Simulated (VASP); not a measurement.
Wanted: the native input for a VASP 6.6.1 run.

- Task: single point
- Functional: PBE
- Potentials or basis: VASP PAW PBE potentials, release 64 (Li_sv, H)
- Cutoff: 520 eV
- k mesh: 11 × 11 × 6
- Occupations: fermi-dirac, width 0.05 eV
- Spin: no spin polarisation
- Further INCAR settings: ALGO = Normal; EDIFF = 1e-07; NBANDS = 10

The structure of Li2H lies in POSCAR:

```
Li2H
1.0
    2.8373600000      0.0000000000      0.0000000000
   -1.4186800000      2.4572300000      0.0000000000
    0.0000000000      0.0000000000      4.9884700000
Li H
2 1
Direct
    0.3333300000      0.6666700000      0.2643000000
    0.6666700000      0.3333300000      0.7357000000
    0.0000000000      0.0000000000      0.5000000000
```

The cell was built by a generator and needn't be a form met in nature.

One way to write it, as run:

INCAR

```
  PREC = Accurate
  ENCUT = 520
  EDIFF = 1E-7
  ISMEAR = -1
  SIGMA = 0.05
  LREAL = F
  LASPH = T
  NELM = 60
  ALGO = Normal
  ISIF = 2
  LWAVE = F
  LCHARG = T
  GGA = PE
  LELF = T
  LVHAR = T
  NBANDS = 10
```

KPOINTS

```
Automatic mesh
0
Gamma
  11 11 6
```

Potentials or basis: VASP PAW PBE potentials, release 64 (Li_sv, H).

Launch:

```console
$ cat potpaw_PBE.64/Li_sv/POTCAR potpaw_PBE.64/H/POTCAR > POTCAR
$ mpirun -np 1 vasp_std > vasp.out
```

Results of the run:

The largest force is 0.006 eV/Å and the band gap on the k mesh is none (metal or under the smearing width).

Wall time 43 s on 1 thread of AMD EPYC 9R14 (Zen 4), on a shared host, peak memory 0.16 GiB.
